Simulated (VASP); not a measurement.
Set up this calculation in VASP 6.6.1, as the native input.

```yaml
Task: relaxation of cell and atoms
Functional: r2SCAN
Potentials_or_basis: VASP PAW PBE potentials, release 64 (K_sv, Cl)
Cutoff: 600 eV
k_mesh: 7 × 7 × 7
Occupations: gaussian, width 0.02 eV
Spin: no spin polarisation
Further_INCAR_settings: ALGO = Normal; EDIFF = 1e-06; IBRION = 2; EDIFFG = -0.01; NSW = 60; ISIF = 3
```

The structure of KCl lies in POSCAR:

```
KCl
1.0
    0.0000000000      3.1418713000      3.1418713000
    3.1418713000      0.0000000000      3.1418713000
    3.1418713000      3.1418713000      0.0000000000
K Cl
1 1
Direct
    0.0000000000      0.0000000000      0.0000000000
    0.5000000000      0.5000000000      0.5000000000
```

The cell is a database's computed one.

These files were run (other wordings do the same):

INCAR

```
PREC     = Accurate       # precision mode
ENCUT    = 600            # plane-wave cutoff, eV
EDIFF    = 1E-6           # SCF threshold, eV
ISMEAR   = 0              # smearing method
SIGMA    = 0.02           # smearing width, eV
LREAL    = False          # projectors in reciprocal space
LASPH    = True           # aspherical terms in the spheres
NELM     = 60             # most SCF steps
ALGO     = Normal         # electronic algorithm
ISIF     = 3              # what is computed and relaxed
LWAVE    = False          # write WAVECAR
LCHARG   = False          # write CHGCAR
METAGGA  = R2SCAN         # meta-GGA
LMIXTAU  = True         
IBRION   = 2              # ionic algorithm
NSW      = 60             # ionic steps
EDIFFG   = -0.01          # ionic threshold
```

KPOINTS

```
Automatic mesh
0
Gamma
  7 7 7
```

Potentials or basis: VASP PAW PBE potentials, release 64 (K_sv, Cl).

Command:

```console
$ cat potpaw_PBE.64/K_sv/POTCAR potpaw_PBE.64/Cl/POTCAR > POTCAR
$ mpirun -np 1 vasp_std > vasp.out
```

Results of the run:

| Property | Result |
| --- | --- |
| Relaxed volume | 31.10 Å³/atom |
| Relaxed cell | a = 4.447 Å, b = 4.447 Å, c = 4.447 Å, α = 60.00°, β = 60.00°, γ = 60.00° |
| Space group after relaxing (to 0.05 Å) | Fm-3m (No. 225) |
| Energy gained by relaxing | 0.0 meV/atom |
| Ionic steps | 2 |
| Pressure after relaxing | 0.0 GPa |
| Band gap on the k mesh | 5.84 eV, direct |

Caveat: the PAW data sets were made with another functional, which shifts forces and pressure a little; an odd mesh through Γ misses points on the zone boundary, where band edges often lie.

Wall time 75 s on 1 thread of Intel(R) Xeon(R) 6975P-C (Granite Rapids) (shared host), peak memory 0.23 GiB.
